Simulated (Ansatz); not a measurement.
# TaN under pressure

All numbers below come from DFT r2SCAN, scalar-relativistic, plane waves, PAW (Ansatz). Run with 500 eV cutoff, 12×12×12 k-mesh, Gaussian smearing of 0.10 eV, no spin polarisation.

Starting point, cell and atoms relaxed:

```yaml
crystal:
  lattice:
    - [5.19963, 0.00000, 0.00000]
    - [-2.59981, 4.50301, 0.00000]
    - [0.00000, 0.00000, 2.91036]
  atoms:
    - { symbol: Ta, position: [0.33333, 0.66667, 0.50000] }
    - { symbol: Ta, position: [0.66667, 0.33333, 0.50000] }
    - { symbol: Ta, position: [0.00000, 0.00000, 0.00000] }
    - { symbol: N, position: [0.39241, 0.00000, 0.00000] }
    - { symbol: N, position: [0.60759, 0.60759, 0.00000] }
    - { symbol: N, position: [0.00000, 0.39241, 0.00000] }
```

Cell and atoms are relaxed at each pressure within the symmetry of the start, at zero temperature, so transitions that lower the symmetry aren't seen. The k-mesh given is that at zero pressure and may differ at others. a, b and c are the lengths of the cell vectors above.

Spin–orbit coupling is left out, which can shift energies with elements as heavy as these.

```tsv
P (GPa)	V (Å³/atom)	V/V0	a (Å)	b (Å)	c (Å)
-3	11.46	1.009	5.217	5.217	2.919
0	11.36	1.000	5.200	5.200	2.910
3	11.25	0.991	5.183	5.183	2.903
8	11.09	0.977	5.157	5.157	2.891
15	10.89	0.959	5.123	5.123	2.875
30	10.50	0.925	5.057	5.057	2.845
60	9.89	0.871	4.950	4.950	2.798
```

Task: What bulk modulus and pressure derivative fit these points?

Result: A third-order Birch–Murnaghan fit gives B0 = 326 GPa and B0' = 4.2.

Task: Which cell vector or vectors give way most up to 60 GPa?

Result: a and b: the changes are a -4.8 %, b -4.8 %, c -3.9 %.